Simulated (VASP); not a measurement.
# CdTe: input slips in a relaxation and what they do, part 2 of 2

Aim: see how common mistakes in a VASP relaxation show up, on CdTe. The starting structure is a measured crystal structure from the Crystallography Open Database. The first relaxation on each setting starts from this cell expanded by 3 % in volume.

VASP 6.6.1.

Results so far: reference 34.26 Å³ an atom; too few electronic steps 34.24 Å³ an atom.

### Step 5. Relaxation with a k mesh far too coarse (continued)

Level of this step: PBEsol; plane waves and PAW (Te, Cd) (VASP).

OUTCAR, selected parts (step 5):

```text
  Total        0.0064311      0.0064311      0.0064311     -0.0000000      0.0000000      0.0000000
  in kB        0.1379382      0.1379382      0.1379382     -0.0000000      0.0000000      0.0000000
  external PRESSURE =       0.1379382 kB  Pullay stress =       0.0000000 kB

 POSITION                                       TOTAL-FORCE (eV/Angst)
 -----------------------------------------------------------------------------------
      5.01400      5.01400      5.01400         0.000000      0.000000      0.000000
      0.00000      0.00000      0.00000        -0.000000     -0.000000     -0.000000
 -----------------------------------------------------------------------------------
    total drift:                                0.000001      0.000001      0.000001

  FREE ENERGIE OF THE ION-ELECTRON SYSTEM (eV)
  ---------------------------------------------------
  free  energy   TOTEN  =        -4.2499202544 eV

  energy  without entropy=       -4.2499202534  energy(sigma->0) =       -4.24992025

[... 1 part as in an earlier step ...]

[... 3 further parts left out ...]
[key lines of the parts left out:]
E-fermi :   1.8279
```

With a k mesh far too coarse the cell ends at 37.349 Å³ an atom, +9.01 % from the reference; the bulk modulus is 33.3 GPa against 41.5 GPa.

### Step 6. Relaxation with a smearing far too wide

A slip made on purpose: a smearing far too wide. Against step 2 the input has SIGMA = 2 (also changed: NELM).

The input, INCAR:

```
SYSTEM = CdTe
PREC = Accurate
ENCUT = 450
EDIFF = 1E-06
NELM = 60
ISMEAR = 0
SIGMA = 2
LREAL = .FALSE.
ALGO = Normal
GGA = PS
NBANDS = 15
LORBIT = 11
LWAVE = .FALSE.
LCHARG = .FALSE.
KPAR = 4
IBRION = 2
NSW = 50
ISIF = 3
EDIFFG = -0.004
```

The input, POSCAR:

```
CdTe
1.0
    0.0000000000      3.2720812943      3.2720812943
    3.2720812943      0.0000000000      3.2720812943
    3.2720812943      3.2720812943      0.0000000000
Te Cd
1 1
Direct
    0.7500000000      0.7500000000      0.7500000000
    0.0000000000      0.0000000000      0.0000000000
```

The input, KPOINTS:

```
Automatic mesh
0
Gamma
6 6 6
0 0 0
```

Potentials, in the order of the species: Te and Cd (PBE family, release 64).

Command:

```
$ mpirun -np 4 vasp_std
```

What it wrote:

```text
[... set-up lines as in an earlier step ...]
 entering main loop
       N       E                     dE             d eps       ncg     rms          rms(c)
DAV:   1     0.832147208805E+02    0.83215E+02   -0.75676E+03   504   0.913E+02
DAV:   2    -0.300132346821E+01   -0.86216E+02   -0.82807E+02   585   0.229E+02
DAV:   3    -0.600152022093E+01   -0.30002E+01   -0.29919E+01   571   0.436E+01
DAV:   4    -0.603180237595E+01   -0.30282E-01   -0.30281E-01   755   0.368E+00
[...]
DAV:  10    -0.582500874590E+01   -0.60170E-05   -0.64733E-05   550   0.859E-02    0.398E-02
DAV:  11    -0.582501674543E+01   -0.79995E-05   -0.18166E-05   543   0.263E-02    0.297E-02
DAV:  12    -0.582501592236E+01    0.82307E-06   -0.18512E-06   528   0.944E-03
   1 F= -.58250159E+01 E0= -.52047600E+01  d E =-.582502E+01
[...]
N       E                     dE             d eps       ncg     rms          rms(c)
DAV:   1    -0.594781801229E+01   -0.12280E+00   -0.23226E+00   543   0.178E+01    0.270E+00
DAV:   2    -0.584244860481E+01    0.10537E+00   -0.26312E-01   515   0.723E+00    0.873E-01
DAV:   3    -0.583155629805E+01    0.10892E-01   -0.23608E-02   564   0.152E+00    0.744E-01
DAV:   4    -0.582975635236E+01    0.17999E-02   -0.27704E-03   522   0.360E-01    0.133E-01
DAV:   5    -0.582967278427E+01    0.83568E-04   -0.25581E-04   564   0.180E-01    0.110E-01
DAV:   6    -0.582967684055E+01   -0.40563E-05   -0.56661E-05   516   0.766E-02    0.394E-02
DAV:   7    -0.582966945382E+01    0.73867E-05   -0.32226E-05   599   0.704E-02    0.655E-03
DAV:   8    -0.582967017251E+01   -0.71869E-06   -0.28038E-06   494   0.175E-02
   2 F= -.58296702E+01 E0= -.51833934E+01  d E =-.465425E-02
 trial-energy change:   -0.004654  1 .order   -0.004923   -0.009732   -0.000114
 step:   1.0142(harm=  1.0118)  dis= 0.00000  next Energy=    -5.829671 (dE=-0.466E-02)
 reached required accuracy - stopping structural energy minimisation
```

Run time: 4 s. Hardware: 4 MPI ranks of Intel Xeon 6975P-C (Granite Rapids), shared host; peak memory 0.7 GiB; 14 s of CPU time.

OUTCAR, selected parts (step 6):

```text
  Total        0.0042824      0.0042824      0.0042824      0.0000000      0.0000000     -0.0000000
  in kB        0.0953710      0.0953710      0.0953710      0.0000000      0.0000000     -0.0000000
  external PRESSURE =       0.0953710 kB  Pullay stress =       0.0000000 kB

 POSITION                                       TOTAL-FORCE (eV/Angst)
 -----------------------------------------------------------------------------------
      4.95154      4.95154      4.95154         0.000000      0.000000      0.000000
      0.00000      0.00000      0.00000        -0.000000     -0.000000     -0.000000
 -----------------------------------------------------------------------------------
    total drift:                                0.000001      0.000001      0.000001

  FREE ENERGIE OF THE ION-ELECTRON SYSTEM (eV)
  ---------------------------------------------------
  free  energy   TOTEN  =        -5.8296701725 eV

  energy  without entropy=       -4.5371165302  energy(sigma->0) =       -5.18339335

[... 2 parts as in an earlier step ...]

[... 2 further parts left out ...]
[key lines of the parts left out:]
E-fermi :   2.6603
```

With a smearing far too wide the cell ends at 35.971 Å³ an atom, +4.98 % from the reference; the bulk modulus is 28.7 GPa against 41.5 GPa.

### Step 7. Comparison

```
                     run          ended  volume (Å³/atom)  change (%)  bulk modulus (GPa)  pressure left (GPa)  core minutes
               reference      converged            34.263           -                41.5                -0.02          0.72
too few electronic steps      converged            34.238       -0.07                   -                 0.02           1.6
     too few ionic steps  not converged                 -           -                   -                    -          0.28
 a k mesh far too coarse      converged            37.349        9.01                33.3                 0.01         0.133
 a smearing far too wide      converged            35.971        4.98                28.7                 0.01         0.267
```

Core minutes are wall time times ranks, summed over the relaxations behind a row (those for a bulk modulus apart), on shared hosts.

### Step 8. Summary of results

```yaml
volume_of_the_reference: 34.26 Å³/atom
volume_against_the_reference_too_few_electronic_steps: -0.07 %
volume_against_the_reference_a_k_mesh_far_too_coarse: +9.01 %
volume_against_the_reference_a_smearing_far_too_wide: +4.98 %
run_with_too_few_ionic_steps: not converged
```

What this shows: The run with too few ionic steps didn't converge. Finished, but with signs in the output that stand out against the reference: too few electronic steps, with the volume changed by -0.1 % (signs: warnings that the electronic loop ran out of cycles, -17.5 GPa at the first ionic step (reference: -0.9 GPa) and an energy that rises by up to 2.6 eV an atom on the way); a k mesh far too coarse, with the volume changed by +9.0 % (signs: 2.6 GPa at the first ionic step (reference: -0.9 GPa)); a smearing far too wide, with the volume changed by +5.0 % (signs: a large entropy term in the energy). Further runs on this material are not shown.

[Lines on the potential files, build, host, timing and source positions are cut from VASP's logs without a mark.]

[Logs are printed without paths, hosts, clocks, repeated set-up lines and the standing remarks that a program may print on its own settings, such as how far it seeks lower states.]

[Hosts, paths, dates, database ids (printed as entryN), source tags and the programs' standing remarks are cut or masked in the printed files.]
